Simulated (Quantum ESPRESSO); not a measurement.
A calculation with Quantum ESPRESSO 7.5 of ZrB2 (ASE script, structure from a P1 CIF):

The input run.py:

```python
import numpy as np
from ase.calculators.espresso import Espresso, EspressoProfile
from ase.io import read

atoms = read('ZrB2.cif')

input_data = {
    'control': {'calculation': 'scf', 'prefix': 'pwscf', 'outdir': './tmp', 'tprnfor': True, 'tstress': True, 'disk_io': 'nowf'},
    'system': {'ecutwfc': 45.0, 'ecutrho': 360.0, 'nbnd': 15, 'occupations': 'smearing', 'smearing': 'fd', 'degauss': 0.00367493},
    'electrons': {'conv_thr': 6e-10, 'electron_maxstep': 120, 'mixing_beta': 0.5},
}
pseudopotentials = {'Zr': 'zr_pbesol_v1.uspp.F.UPF', 'B': 'b_pbesol_v1.4.uspp.F.UPF'}
profile = EspressoProfile(command='mpirun -n 2 pw.x -nk 2', pseudo_dir='pseudo')
dft = Espresso(profile=profile, input_data=input_data, pseudopotentials=pseudopotentials, kpts=(10, 10, 8), koffset=(0, 0, 0))
atoms.calc = dft

print(f'energy {atoms.get_potential_energy():.8f} eV')
print('forces (eV/A)')
print(np.round(atoms.get_forces(), 6))
print('stress (eV/A^3, Voigt)')
print(np.round(atoms.get_stress(), 8))
print(f'Fermi level {dft.get_fermi_level():.4f} eV')
```

ZrB2.cif

```cif
data_ZrB2
_cell_length_a 3.17000000
_cell_length_b 3.17000000
_cell_length_c 3.53300000
_cell_angle_alpha 90.00000000
_cell_angle_beta 90.00000000
_cell_angle_gamma 120.00000000
_space_group_name_H-M_alt 'P1'
_space_group_name_Hall 'P 1'
_space_group_IT_number 1
loop_
_space_group_symop_operation_xyz
'x,y,z'
loop_
_atom_site_label
_atom_site_type_symbol
_atom_site_symmetry_multiplicity
_atom_site_Wyckoff_symbol
_atom_site_fract_x
_atom_site_fract_y
_atom_site_fract_z
_atom_site_occupancy
Zr1 Zr 1 a 0.0000000000 0.0000000000 0.0000000000 1
B1 B 1 a 0.6666666667 0.3333333333 0.5000000000 1
B2 B 1 a 0.3333333333 0.6666666667 0.5000000000 1
```

Potentials or basis: GBRV 1.5 PBEsol.

The run is started by

```console
$ OMP_NUM_THREADS=1 python run.py
```

Problem. Write the same calculation in another form: native input, structure typed inline.

Solution. As run:

Contents of pw.in:

```
&CONTROL
  calculation = 'scf'
  prefix = 'pwscf'
  outdir = './tmp'
  pseudo_dir = './pseudo'
  tprnfor = .true.
  tstress = .true.
  disk_io = 'low'
/
&SYSTEM
  ibrav = 0
  celldm(1) = 8
  nat = 3
  ntyp = 2
  ecutwfc = 45
  ecutrho = 360
  nbnd = 15
  occupations = 'smearing'
  smearing = 'fd'
  degauss = 0.00367493
/
&ELECTRONS
  conv_thr = 6d-10
  electron_maxstep = 120
  mixing_beta = 0.5
/
ATOMIC_SPECIES
Zr    91.2240 zr_pbesol_v1.uspp.F.UPF
B     10.8100 b_pbesol_v1.4.uspp.F.UPF
CELL_PARAMETERS alat
  0.7488039768830   0.0000000000000   0.0000000000000
 -0.3744019884415   0.6484832664362   0.0000000000000
  0.0000000000000   0.0000000000000   0.8345502997879
ATOMIC_POSITIONS crystal
Zr     0.0000000000    0.0000000000    0.0000000000
B      0.6666666667    0.3333333333    0.5000000000
B      0.3333333333    0.6666666667    0.5000000000
K_POINTS automatic
10 10 8 0 0 0
```

Contents of pp_density.in:

```
&INPUTPP
  prefix = 'pwscf'
  outdir = './tmp'
  filplot = 'density.dat'
  plot_num = 0
/
&PLOT
  nfile = 1
  filepp(1) = 'density.dat'
  iflag = 3
  output_format = 6
  fileout = 'density.cube'
/
```

The input pp_potential.in:

```
&INPUTPP
  prefix = 'pwscf'
  outdir = './tmp'
  filplot = 'potential.dat'
  plot_num = 11
/
&PLOT
  nfile = 1
  filepp(1) = 'potential.dat'
  iflag = 3
  output_format = 6
  fileout = 'potential.cube'
/
```

Potentials or basis: GBRV 1.5 PBEsol.

Command:

```bash
$ OMP_NUM_THREADS=1 mpirun -n 2 pw.x -nk 2 -in pw.in > pw.out
$ OMP_NUM_THREADS=1 mpirun -n 1 pp.x -in pp_density.in > pp_density.out
$ OMP_NUM_THREADS=1 mpirun -n 1 pp.x -in pp_potential.in > pp_potential.out
```

Both were run:

|  | ASE script, structure from a P1 CIF | native input, structure typed inline |
| --- | --- | --- |
| Pressure | -4.0 GPa | -4.0 GPa |
| Band gap on the k mesh | none (metal or under the smearing width) | none (metal or under the smearing width) |

Keys that steer only the numerical path or the files written may differ.
